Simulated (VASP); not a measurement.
# VO2 (P4_2/mnm) in VASP: further runs

The runs below take VO2 through single point, relaxation of cell and atoms, with PBE.

Program: VASP 6.6.1. These are calculated values, not measurements. Logs are shortened: lines on timing, memory, paths and dates and some standing lists are left out, and cuts for length are marked.

### Step 1. Starting point

It takes space group P4_2/mnm (No. 136, tetragonal). Conventional cell: a = 4.530 Å, b = 4.530 Å, c = 2.869 Å, α = 90.00°, β = 90.00°, γ = 90.00°. V (site symmetry mmm) has 6 O at 1.90 to 1.95 Å as nearest neighbours. O (site symmetry m2m) is surrounded by 3 V at 1.90 to 1.95 Å.

### Step 2. Single point, PBE, collinear spin, ferromagnetic start

INCAR

```
SYSTEM = VO2
ALGO = Normal ; AMIX = 0.2
AMIX_MAG = 0.8 ; BMIX = 1E-4
BMIX_MAG = 1E-4 ; EDIFF = 1E-7
ENCUT = 600 ; GGA = PE
ISIF = 2 ; ISMEAR = 1
ISPIN = 2 ; KPAR = 2
LASPH = .True. ; LCHARG = .False.
LMAXMIX = 4 ; LORBIT = 11
LREAL = .False. ; LWAVE = .False.
MAGMOM = 1 1 0 0 0 0 ; NBANDS = 38
NELM = 150 ; PREC = Accurate
SIGMA = 0.1
```

KPOINTS

```
k-points
0
Gamma
  8 8 14
  0 0 0
```

POSCAR

```
VO2
1.0
    4.5300000000      0.0000000000      0.0000000000
    0.0000000000      4.5300000000      0.0000000000
    0.0000000000      0.0000000000      2.8690000000
V O
2 4
Direct
    0.0000000000      0.0000000000      0.0000000000
    0.5000000000      0.5000000000      0.5000000000
    0.3050000000      0.3050000000      0.0000000000
    0.1950000000      0.8050000000      0.5000000000
    0.6950000000      0.6950000000      0.0000000000
    0.8050000000      0.1950000000      0.5000000000
```

Potentials or basis: VASP PAW PBE potentials, release 64 (V_sv, O).

Run with:

```console
> cat potpaw_PBE.64/V_sv/POTCAR potpaw_PBE.64/O/POTCAR > POTCAR
> mpirun -np 2 vasp_std > vasp.out
```

OUTCAR:

```text
SYSTEM = VO2
   AMIX = 0.2
   AMIX_MAG = 0.8
   EDIFF = 1E-7
   ENCUT = 600
   GGA = PE
   ISIF = 2
   ISMEAR = 1
   ISPIN = 2
   LASPH = .True.
   LORBIT = 11
   LREAL = .False.
   NELM = 150
   PREC = Accurate

 ion  position               nearest neighbor table
   1  0.000  0.000  0.000-   4 1.90   6 1.90   4 1.90   6 1.90   5 1.95   3 1.95
   2  0.500  0.500  0.500-   3 1.90   5 1.90   3 1.90   5 1.90   4 1.95   6 1.95
   3  0.305  0.305  0.000-   2 1.90   2 1.90   1 1.95
   4  0.195  0.805  0.500-   1 1.90   1 1.90   2 1.95
   5  0.695  0.695  0.000-   2 1.90   2 1.90   1 1.95
   6  0.805  0.195  0.500-   1 1.90   1 1.90   2 1.95

  LATTYP: Found a simple tetragonal cell.
 ALAT       =     4.5300000000
 C/A-ratio  =     0.6333333333

  Lattice vectors:

 A1 = (   4.5300000000,   0.0000000000,   0.0000000000)
 A2 = (   0.0000000000,   4.5300000000,   0.0000000000)
 A3 = (   0.0000000000,   0.0000000000,   2.8690000000)

Analysis of symmetry for initial positions (statically):
=====================================================================
 Subroutine PRICEL returns:
 Original cell was already a primitive cell.

 Routine SETGRP: Setting up the symmetry group for a
 simple tetragonal supercell.

 Subroutine GETGRP returns: Found 16 space group operations
 (whereof  8 operations were pure point group operations)
 out of a pool of 16 trial point group operations.

The static configuration has the point symmetry D_2h.
 The point group associated with its full space group is D_4h.

Analysis of symmetry for dynamics (positions and initial velocities):
=====================================================================
 Subroutine PRICEL returns:
 Original cell was already a primitive cell.

 Routine SETGRP: Setting up the symmetry group for a
 simple tetragonal supercell.

 Subroutine GETGRP returns: Found 16 space group operations
 (whereof  8 operations were pure point group operations)
 out of a pool of 16 trial point group operations.

The dynamic configuration has the point symmetry D_2h.
 The point group associated with its full space group is D_4h.

Analysis of structural, dynamic, and magnetic symmetry:
=====================================================================
 Subroutine PRICEL returns:
 Original cell was already a primitive cell.

 Routine SETGRP: Setting up the symmetry group for a
 simple tetragonal supercell.

 Subroutine GETGRP returns: Found 16 space group operations
 (whereof  8 operations were pure point group operations)
 out of a pool of 16 trial point group operations.

The overall configuration has the point symmetry D_2h.
 The point group associated with its full space group is D_4h.

 Subroutine INISYM returns: Found 16 space group operations
 (whereof  8 operations are pure point group operations),
 and found     1 'primitive' translations

----------------------------------------------------------------------------------------

                                     Primitive cell

  volume of cell :      58.8745

  direct lattice vectors                    reciprocal lattice vectors
     4.530000000  0.000000000  0.000000000     0.220750552  0.000000000  0.000000000
     0.000000000  4.530000000  0.000000000     0.000000000  0.220750552  0.000000000
     0.000000000  0.000000000  2.869000000     0.000000000  0.000000000  0.348553503

  length of vectors
     4.530000000  4.530000000  2.869000000     0.220750552  0.220750552  0.348553503

  position of ions in fractional coordinates (direct lattice)
     0.000000000  0.000000000  0.000000000
     0.500000000  0.500000000  0.500000000
     0.305000000  0.305000000  0.000000000
     0.195000000  0.805000000  0.500000000
     0.695000000  0.695000000  0.000000000
     0.805000000  0.195000000  0.500000000

  ion indices of the primitive-cell ions
   primitive index   ion index
                 1           1
                 2           2
                 3           3
                 4           4
                 5           5
                 6           6

----------------------------------------------------------------------------------------

 KPOINTS: k-points

Automatic generation of k-mesh.
 Grid dimensions read from file:
 generate k-points for:    8    8   14

 Generating k-lattice:

  Cartesian coordinates                     Fractional coordinates (reciprocal lattice)
     0.027593819  0.000000000  0.000000000     0.125000000  0.000000000  0.000000000
     0.000000000  0.027593819  0.000000000     0.000000000  0.125000000  0.000000000
     0.000000000  0.000000000  0.024896679     0.000000000  0.000000000  0.071428571

  Length of vectors
     0.027593819  0.027593819  0.024896679

  Shift w.r.t. Gamma in fractional coordinates (k-lattice)
     0.000000000  0.000000000  0.000000000

 Subroutine IBZKPT returns following result:
 ===========================================

 Found    120 irreducible k-points:

 Following reciprocal coordinates:
            Coordinates               Weight
  0.000000  0.000000  0.000000      1.000000
  0.125000  0.000000  0.000000      4.000000
  0.250000  0.000000  0.000000      4.000000
  0.375000  0.000000  0.000000      4.000000
  0.500000  0.000000  0.000000      2.000000
  0.125000  0.125000  0.000000      4.000000
[... 16 lines left out ...]
  0.375000  0.125000  0.071429     16.000000
  0.500000  0.125000  0.071429      8.000000
 [... further k-points ...]
   k-points           NKPTS =    120   k-points in BZ     NKDIM =    120   number of bands    NBANDS=     38
   number of dos      NEDOS =    301   number of ions     NIONS =      6
   total plane-waves  NPLWV =  31104
   dimension x,y,z NGX =    36 NGY =   36 NGZ =   24
   dimension x,y,z NGXF=    72 NGYF=   72 NGZF=   48
   ions per type =               2   4
   NGX,Y,Z   is equivalent  to a cutoff of  13.21, 13.21, 13.91 a.u.
   NGXF,Y,Z  is equivalent  to a cutoff of  26.42, 26.42, 27.81 a.u.
 SYSTEM =  VO2
   PREC   = accura    normal or accurate (medium, high low for compatibility)
   ISTART =      0    job   : 0-new  1-cont  2-samecut
   ICHARG =      2    charge: 1-file 2-atom 10-const
   ISPIN  =      2    spin polarized calculation?
   LNONCOLLINEAR =      F non collinear calculations
   LSORBIT =      F    spin-orbit coupling
   LASPH  =      T    aspherical Exc in radial PAW
   ENCUT  =  600.0 eV  44.10 Ry    6.64 a.u.   9.05  9.05  5.73*2*pi/ulx,y,z
   NELM   =    150;   NELMIN=  2; NELMDL= -5     # of ELM steps
   EDIFF  = 0.1E-06   stopping-criterion for ELM
   LREAL  =      F    real-space projection
   EDIFFG = 0.1E-05   stopping-criterion for IOM
   NSW    =      0    number of steps for IOM
   IBRION =     -1    ionic relax: 0-MD 1-quasi-New 2-CG
   NFREE  =      0    steps in history (QN), initial steepest desc. (CG)
   ISIF   =      2    stress and relaxation
   ISYM   =      2    0-nonsym 1-usesym 2-fastsym
   POTIM  = 0.5000    time-step for ionic-motion
   TEBEG  =    0.0;   TEEND  =   0.0 temperature during run
   PSTRESS=    0.0 pullay stress
   NELECT =      50.0000    total number of electrons
   NUPDOWN=      -1.0000    fix difference up-down
   EMIN   =  10.00;   EMAX   =-10.00  energy-range for DOS
   EFERMI =   0.00;   METHOD = LEGACY
   ISMEAR =     1;   SIGMA  =   0.10  broadening in eV -4-tet -1-fermi 0-gaus
   EFERMI_NEDOS =   21; number of points for ismear=-14 and -15
   IALGO  =     38    algorithm
   IMIX   =      4    mixing-type and parameters
     AMIX     =   0.20;   BMIX     =  0.00
     AMIX_MAG =   0.80;   BMIX_MAG =  0.00
  volume/ion in A,a.u.               =       9.81        66.22
  Fermi-wavevector in a.u.,A,eV,Ry     =   1.550324  2.929688 32.701671  2.403505
  Thomas-Fermi vector in A             =   2.655004
   LORBIT       =     11    0 simple, 1 ext, 2 COOP (PROOUT), +10 PAW based schemes
   GGA     = PE    functional components
   LHFCALC =     F    Hartree Fock is set to
   AEXX    =    0.0000 exact exchange contribution
   IVDW    =     0    specifies the selected vdW correction
   LEPSILON=     F    determine dielectric tensor
   LRPA    =     F    only Hartree local field effects (RPA)
 spin polarized calculation
 Methfessel and Paxton  Order N= 1 SIGMA  =   0.10
  energy-cutoff  :      600.00
  volume of cell :       58.87
 maximum number of plane-waves:      1984
   NGX = 19   NGY = 19   NGZ = 11

 number of electron      49.9999991 magnetization       2.0000488

 Free energy of the ion-electron system (eV)
  ---------------------------------------------------
  ext. energy  EPLUGINS =         0.00000000
  ---------------------------------------------------
  free energy    TOTEN  =       -51.89950203 eV

  energy without entropy =      -51.90044216  energy(sigma->0) =      -51.89981541

 E-fermi :   6.4111     XC(G=0): -11.7808

 val. band max:        6.4025104371   @ k =   0.2500   0.2500   0.1429
 cond. band min:       6.4152248692   @ k =   0.1250   0.1250   0.2857
 fundamental gap:      0.0127144321
 Fermi energy:         6.4111353052

 spin component 1

 k-point     1 :       0.0000    0.0000    0.0000
  band No.  band energies     occupation
      1     -59.7037      1.00000
      2     -59.6940      1.00000
      3     -33.5463      1.00000
      4     -33.5463      1.00000
      5     -33.4769      1.00000
      6     -33.4565      1.00000
[... 29 lines left out ...]
     36      16.8492      0.00000
     37      16.8492      0.00000

 k-point     2 :       0.1250    0.0000    0.0000
  band No.  band energies     occupation
      1     -59.7033      1.00000
      2     -59.6944      1.00000
      3     -33.5438      1.00000
      4     -33.5436      1.00000
      5     -33.4761      1.00000
      6     -33.4572      1.00000
[... 29 lines left out ...]
     36      16.8221      0.00000
     37      16.9514      0.00000
[... 838 lines left out ...]
     36      16.4603      0.00000
     37      17.9679      0.00000

 k-point    24 :       0.5000    0.1250    0.0714
  band No.  band energies     occupation
      1     -59.6973      1.00000
      2     -59.6973      1.00000
      3     -33.5259      1.00000
      4     -33.5259      1.00000
      5     -33.4850      1.00000
      6     -33.4850      1.00000
[... 29 lines left out ...]
     36      15.7768      0.00000
     37      18.6675      0.00000

 [... further k-points ...]

 spin component 2

 k-point     1 :       0.0000    0.0000    0.0000
  band No.  band energies     occupation
      1     -58.5982      1.00000
      2     -58.5878      1.00000
      3     -32.4522      1.00000
      4     -32.4522      1.00000
      5     -32.4493      1.00000
      6     -32.4273      1.00000
[... 29 lines left out ...]
     36      17.1187      0.00000
     37      17.1187      0.00000

 k-point     2 :       0.1250    0.0000    0.0000
  band No.  band energies     occupation
      1     -58.5978      1.00000
      2     -58.5882      1.00000
      3     -32.4501      1.00000
      4     -32.4499      1.00000
      5     -32.4484      1.00000
      6     -32.4281      1.00000
[... 29 lines left out ...]
     36      17.0733      0.00000
     37      17.2245      0.00000
[... 838 lines left out ...]
     36      16.6031      0.00000
     37      18.2471      0.00000

 k-point    24 :       0.5000    0.1250    0.0714
  band No.  band energies     occupation
      1     -58.5914      1.00000
      2     -58.5914      1.00000
      3     -32.4571      1.00000
      4     -32.4571      1.00000
      5     -32.4346      1.00000
      6     -32.4346      1.00000
[... 29 lines left out ...]
     36      15.8985      0.00000
     37      18.9528      0.00000

 [... further k-points ...]

 [bands above 37 left out]

------------------------ aborting loop because EDIFF is reached ----------------------------------------

  FORCE on cell =-STRESS in cart. coord.  units (eV):
  Direction    XX          YY          ZZ          XY          YZ          ZX
  --------------------------------------------------------------------------------------
  -------------------------------------------------------------------------------------
  Total        2.3779681      2.3779681      0.9719178     -0.0000000      0.0000000      0.0000000
  in kB       64.7127207     64.7127207     26.4492394     -0.0000000      0.0000000      0.0000000
  external PRESSURE =      51.9582270 kB  Pullay stress =       0.0000000 kB

 VOLUME and BASIS-vectors are now :
 -----------------------------------------------------------------------------
  energy-cutoff  :      600.00
  volume of cell :       58.87
      direct lattice vectors                 reciprocal lattice vectors
     4.530000000  0.000000000  0.000000000     0.220750552  0.000000000  0.000000000
     0.000000000  4.530000000  0.000000000     0.000000000  0.220750552  0.000000000
     0.000000000  0.000000000  2.869000000     0.000000000  0.000000000  0.348553503

 POSITION                                       TOTAL-FORCE (eV/Angst)
 -----------------------------------------------------------------------------------
      0.00000      0.00000      0.00000         0.000000      0.000000      0.000000
      2.26500      2.26500      1.43450         0.000000      0.000000      0.000000
      1.38165      1.38165      0.00000        -0.434245     -0.434245     -0.000000
      0.88335      3.64665      1.43450         0.434245     -0.434245     -0.000000
      3.14835      3.14835      0.00000         0.434245      0.434245      0.000000
      3.64665      0.88335      1.43450        -0.434245      0.434245      0.000000
 -----------------------------------------------------------------------------------
    total drift:                                0.000000      0.000000      0.000000

  FREE ENERGIE OF THE ION-ELECTRON SYSTEM (eV)
  ---------------------------------------------------
  free  energy   TOTEN  =       -51.8995020289 eV

  energy  without entropy=      -51.9004421626  energy(sigma->0) =      -51.89981541

 total charge

# of ion       s       p       d       tot
------------------------------------------
    1        2.287   6.344   2.921  11.552
    2        2.287   6.344   2.921  11.552
    3        1.570   3.487   0.000   5.057
    4        1.570   3.487   0.000   5.057
    5        1.570   3.487   0.000   5.057
    6        1.570   3.487   0.000   5.057
--------------------------------------------------
tot         10.854  26.634   5.842  43.330

 magnetization (x)

# of ion       s       p       d       tot
------------------------------------------
    1        0.014   0.012   1.024   1.050
    2        0.014   0.012   1.024   1.050
    3       -0.002  -0.051   0.000  -0.053
    4       -0.002  -0.051   0.000  -0.053
    5       -0.002  -0.051   0.000  -0.053
    6       -0.002  -0.051   0.000  -0.053
--------------------------------------------------
tot          0.020  -0.182   2.049   1.887
```

Run time: 4.7 min. Hardware: 2 MPI ranks of Intel Xeon Platinum 8488C (Sapphire Rapids), shared host; peak memory 0.51 GiB.

What came out:

- Free energy: -51.8995 eV
- Pressure: 5.2 GPa
- Largest force: 0.614 eV/Å
- Band gap on the k mesh: none (metal or under the smearing width)
- Net moment: 2.00 μB per cell
- Site moments: V +1.05; O -0.05 μB
- Valence electrons inside the program's atomic spheres: V 11.55; O 5.06

Forces in eV/Å, atoms in the order of the input:
```
V    0.000  0.000  0.000
V    0.000  0.000  0.000
O   -0.434 -0.434  0.000
O    0.434 -0.434  0.000
O    0.434  0.434  0.000
O   -0.434  0.434  0.000
```

Caveat: semilocal functionals often make such compounds metallic where correlation or magnetic order opens a gap, which also shifts bond lengths.

### Step 3. Relaxation of cell and atoms, PBE, collinear spin, ferromagnetic start

INCAR

```
SYSTEM = VO2
ALGO = Normal ; AMIX = 0.2
AMIX_MAG = 0.8 ; BMIX = 1E-4
BMIX_MAG = 1E-4 ; EDIFF = 1E-6
EDIFFG = -0.01 ; ENCUT = 600
GGA = PE ; IBRION = 2
ISIF = 3 ; ISMEAR = 1
ISPIN = 2 ; KPAR = 2
LASPH = .True. ; LCHARG = .False.
LMAXMIX = 4 ; LORBIT = 11
LREAL = .False. ; LWAVE = .False.
MAGMOM = 1 1 0 0 0 0 ; NELM = 150
NSW = 90 ; PREC = Accurate
SIGMA = 0.1
```

KPOINTS is that of step 2.

POSCAR is that of step 2.

Potentials or basis: VASP PAW PBE potentials, release 64 (V_sv, O).

Run with:

```console
> cat potpaw_PBE.64/V_sv/POTCAR potpaw_PBE.64/O/POTCAR > POTCAR
> mpirun -np 2 vasp_std > vasp.out
```

Wall time 8.6 min (2 MPI ranks of Intel Xeon Platinum 8488C (Sapphire Rapids), shared host); peak memory 0.46 GiB.

It converged, with:

- Free energy: -51.9648 eV
- Relaxed volume: 9.97 Å³/atom
- Relaxed cell: a = 4.588 Å, b = 4.588 Å, c = 2.842 Å, α = 90.00°, β = 90.00°, γ = 90.00°
- Space group after relaxing (to 0.05 Å): P4_2/mnm (No. 136)
- Energy gained by relaxing: 10.9 meV/atom
- Ionic steps: 5
- Pressure after relaxing: -0.1 GPa
- Largest force after relaxing: 0.008 eV/Å
- Band gap on the k mesh: none (metal or under the smearing width)
- Net moment: 2.00 μB per cell
- Site moments: V +1.05; O -0.05 μB
- Valence electrons inside the program's atomic spheres: V 11.51; O 5.04

Forces on the atoms (eV/Å):
```
V    0.000  0.000  0.000
V    0.000  0.000  0.000
O   -0.005 -0.005  0.000
O    0.005 -0.005  0.000
O    0.005  0.005  0.000
O   -0.005  0.005  0.000
```

Step by step:
```tsv
step	energy change (eV)	largest force (eV/Å)	pressure (GPa)	volume (Å³)
1	0.0000	0.6140	5.19	58.87
2	-0.0199	0.1044	-6.88	61.62
3	-0.0473	0.1800	-2.00	60.41
4	-0.0647	0.0347	-0.35	59.91
5	-0.0653	0.0076	-0.11	59.82
```

Final structure:
```
V O
1.0
     4.58799    0.00000    0.00000
     0.00000    4.58799    0.00000
     0.00000    0.00000    2.84166
V O
2 4
Direct
  0.00000 0.00000 0.00000
  0.50000 0.50000 0.50000
  0.29992 0.29992 0.00000
  0.20008 0.79992 0.50000
  0.70008 0.70008 0.00000
  0.79992 0.20008 0.50000
```

Levels at points of the mesh, in eV from the Fermi level:
Spin up:
```
           k point  band 23  band 24  band 25  band 26  band 27  band 28  band 29  band 30
(0.00, 0.00, 0.00)    -1.90    -1.50    -1.02    -0.79    -0.34    -0.34    -0.22     1.76
(0.50, 0.00, 0.00)    -2.16    -2.16    -0.33    -0.33     0.27     0.27     0.97     0.97
(0.50, 0.50, 0.00)    -2.67    -2.67    -0.99    -0.99    -0.32    -0.32     1.36     1.36
(0.00, 0.00, 0.50)    -3.09    -3.09     0.38     0.38     0.55     0.55     1.01     1.01
(0.50, 0.00, 0.50)    -2.46    -2.46    -0.84    -0.84     0.54     0.54     1.28     1.28
(0.50, 0.50, 0.50)    -2.22    -2.22     0.07     0.07     0.44     0.44     0.55     0.55
```
Spin down:
| k point | band 21 | band 22 | band 23 | band 24 | band 25 | band 26 | band 27 | band 28 |
| --- | --- | --- | --- | --- | --- | --- | --- | --- |
| (0.00, 0.00, 0.00) | -2.11 | -1.99 | -1.99 | -1.49 | 0.19 | 0.24 | 0.82 | 0.94 |
| (0.50, 0.00, 0.00) | -3.05 | -3.05 | -2.24 | -2.24 | 0.78 | 0.78 | 1.48 | 1.48 |
| (0.50, 0.50, 0.00) | -2.78 | -2.78 | -2.73 | -2.73 | 0.14 | 0.14 | 0.96 | 0.96 |
| (0.00, 0.00, 0.50) | -3.84 | -3.84 | -3.06 | -3.06 | 1.37 | 1.37 | 1.75 | 1.75 |
| (0.50, 0.00, 0.50) | -3.57 | -3.57 | -2.57 | -2.57 | 0.33 | 0.33 | 1.73 | 1.73 |
| (0.50, 0.50, 0.50) | -2.83 | -2.83 | -2.23 | -2.23 | 1.05 | 1.05 | 1.47 | 1.47 |

Caveat: semilocal functionals often make such compounds metallic where correlation or magnetic order opens a gap, which also shifts bond lengths.

[end of part 1 of 2]
